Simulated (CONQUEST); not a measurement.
Ge:

```
Ge
1.0
     4.00068    0.00000    0.00000
     0.00000    4.00068    0.00000
     0.00000    0.00000    5.65782
Ge
4
Direct
  0.00000 0.50000 0.25000
  0.50000 0.00000 0.75000
  0.00000 0.00000 0.50000
  0.50000 0.50000 0.00000
```

```yaml
Program: CONQUEST 1.3
Task: single point
Functional: PBEsol
Potentials_or_basis: PseudoDojo NC PBEsol, DZP, grid cutoff 120 Ha
k_mesh: 7 × 7 × 5
Occupations: fermi-dirac, width 0.05 eV
Spin: no spin polarisation
```

On this cell: pressure 1.2 GPa; largest force zero by symmetry; band gap on the k mesh none (metal or under the smearing width).

The same run follows on a disturbed copy (atoms moved at random, drawn with an rms of 0.05 Å):

```xyz
4
Lattice="4.0007 0.0000 0.0000 0.0000 4.0007 0.0000 0.0000 0.0000 5.6578" Properties=species:S:1:pos:R:3 pbc="T T T"
Ge    0.0018    2.0558    1.3981
Ge    2.0021    0.0554    4.2270
Ge    0.0063    0.0081    2.7804
Ge    2.0066    2.0084    5.6093
```

Q: What changes?

A: The energy (extrapolated to zero smearing) moves by +9.5 meV/atom; pressure 1.3 GPa; largest force 0.691 eV/Å; band gap on the k mesh none (metal or under the smearing width).

Forces on the atoms (eV/Å):
```
Ge   0.045 -0.576 -0.380
Ge   0.045 -0.576 -0.380
Ge  -0.041  0.572  0.379
Ge  -0.041  0.572  0.379
```

Caveats: the box holds several primitive cells, so bands are folded and the points are those of the box's own zone; the basis of atomic orbitals isn't converged, which shifts pressures, moduli and gaps; the real-space grid breaks the cell's symmetry a little (some runs).
